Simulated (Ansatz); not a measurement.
# MoS2: the cost of one run

Computed with Ansatz 0.2.0 (DFT PBE, scalar-relativistic, unless a step's input says otherwise).

## Step 1: Starting point

The structure is trigonal, space group R3m (No. 160). The conventional cell has a = 3.163 Å, b = 3.163 Å, c = 18.370 Å, α = 90.00°, β = 90.00°, γ = 120.00°. Around Mo (site symmetry 3m) lie 6 S at 2.36 Å. Around S (site symmetry 3m) lie 3 Mo at 2.36 Å.

Coordinates:

```xyz
3
Lattice="1.5815 0.9131 6.1233 -1.5815 0.9131 6.1233 0.0000 -1.8262 6.1233" Properties=species:S:1:pos:R:3 pbc="T T T"
Mo    0.0000    0.0000    0.0000
S     0.0000    0.0000   13.7481
S     0.0000    0.0000   10.7446
```

Atoms are numbered in the order of the input: Mo1, S2, S3.

## Step 2: Volume × 0.96, LAPW

Input file input.yaml:

```yaml
crystal:
  lattice:
    - [1.5601261102, 0.9007392297, 6.0405721524]
    - [-1.5601261102, 0.9007392297, 6.0405721524]
    - [0.0, -1.8014784593, 6.0405721524]
  atoms:
    - { symbol: Mo, position: [0.0, 0.0, 0.0] }
    - { symbol: S, position: [0.7484, 0.7484, 0.7484] }
    - { symbol: S, position: [0.5849, 0.5849, 0.5849] }
kpoints:
  mp_grid: { grid: [13, 13, 13] }
  band_path:
    path:
      - [0.0, 0.0, 0.0]
      - [0.5, 0.5, 0.5]
      - [0.8185098338, 0.1814901662, 0.5]
      - [0.5, -0.1814901662, 0.1814901662]
      - [0.5, 0.0, 0.0]
      - [0.0, 0.0, 0.0]
      - [0.3407450831, -0.3407450831, 0.0]
      - [0.6592549169, 0.0, 0.3407450831]
      - [0.5, 0.0, 0.5]
    npoints: 5
scf:
  occupations: { method: fermi_dirac, width: 0.05 }
hamiltonian:
  xc: pbe
  pseudopotentials: { kind: all_electron, lapw: { basis_error: 0.0005 } }
output:
  forces: true
  stress: true
  eigenvalues: true
```

On the command line:

```
$ ansatz run input.yaml --threads 1 --pin off --max-ram 4096MiB --backend cpu --events-out ev --progress --plain --runs-dir out
```

Q: Estimate wall time and peak memory on 1 thread of Intel Xeon Platinum 8488C (Sapphire Rapids), shared host.

About 3.1 min, with a peak of 1 GiB.
